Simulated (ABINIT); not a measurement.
MgS (Niningerite):

```
S Mg
1.0
     0.00000    2.60165    2.60165
     2.60165    0.00000    2.60165
     2.60165    2.60165    0.00000
S Mg
1 1
Direct
  0.50000 0.50000 0.50000
  0.00000 0.00000 0.00000
```

Base run:

| Item | Value |
| --- | --- |
| Program | ABINIT 10.8.3 (patched build) |
| Functional | TB-mBJ |
| Potentials or basis | JTH PAW LDA v2.0 |
| Cutoff | 653 eV |
| k mesh | 9 × 9 × 9 |
| Occupations | fermi-dirac, width 0.05 eV |
| Spin | no spin polarisation |

Its results: band gap on the k mesh 4.09 eV, indirect (least direct gap 5.19 eV).

The run is repeated on the same cell with these changes: functional from TB-mBJ to r2SCAN; potentials or basis from JTH PAW LDA v2.0 to JTH PAW PBE v2.0. What comes out?

Band gap on the k mesh 3.61 eV, indirect (least direct gap 4.64 eV).

Caveats: the mesh misses the band edges, which the band path finds closer together; the constant c of TB-mBJ comes from the pseudo density here, which moves gaps by up to 0.3 eV between sets of potentials (some runs).
